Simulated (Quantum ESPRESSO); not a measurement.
An input for Quantum ESPRESSO 7.5 (Er):

File pw.in:

```
&CONTROL
  calculation = 'scf'
  prefix = 'pwscf'
  outdir = './tmp'
  pseudo_dir = './pseudo'
  tprnfor = .true.
  tstress = .true.
  disk_io = 'low'
/
&SYSTEM
  ibrav = 0
  nat = 1
  ntyp = 1
  ecutwfc = 90
  nbnd = 14
  occupations = 'smearing'
  smearing = 'mv'
  degauss = 0.01999163
  nspin = 2
  starting_magnetization(1) = 0.2727
/
&ELECTRONS
  conv_thr = 2d-10
  electron_maxstep = 120
  mixing_beta = 0.3
/
ATOMIC_SPECIES
Er   167.2590 Er.upf
CELL_PARAMETERS angstrom
  -1.9779384575    1.9779384575    1.9779384575
   1.9779384575   -1.9779384575    1.9779384575
   1.9779384575    1.9779384575   -1.9779384575
ATOMIC_POSITIONS angstrom
Er     0.0000000000    0.0000000000    0.0000000000
K_POINTS automatic
6 6 6 0 0 0
HUBBARD {ortho-atomic}
U Er-4f 0.0001
```

Potentials or basis: PseudoDojo 0.4 SR PBE 3plus.

Launch:

```bash
$ OMP_NUM_THREADS=1 pw.x -in pw.in > pw.out
```

Task: Does this run start?

Result: The run stopped without a result. It printed:

pw.out:

```text
This program is part of the open-source Quantum ESPRESSO suite
     for quantum simulation of materials; please cite
         "P. Giannozzi et al., J. Phys.:Condens. Matter 21 395502 (2009);
         "P. Giannozzi et al., J. Phys.:Condens. Matter 29 465901 (2017);
         "P. Giannozzi et al., J. Chem. Phys. 152 154105 (2020);
     in publications or presentations arising from this work. More details at

     Message from routine setup:
     using ibrav=0 with symmetry is DISCOURAGED, use correct ibrav instead
     Er pseudopotential contains the orbitals:  5S 5P 5D 6S
     Requested Hubbard manifold from the input: 4F

 %%%%%%%%%%%%%%%%%%%%%%%%%%%%%%%%%%%%%%%%%%%%%%%%%%%%%%%%%%%%%%%%%%%%%%%%%%%%%%
     Error in routine determine_hubbard_occ (1):
     Mismatch between the requested and available manifolds
 %%%%%%%%%%%%%%%%%%%%%%%%%%%%%%%%%%%%%%%%%%%%%%%%%%%%%%%%%%%%%%%%%%%%%%%%%%%%%%

     stopping ...
```
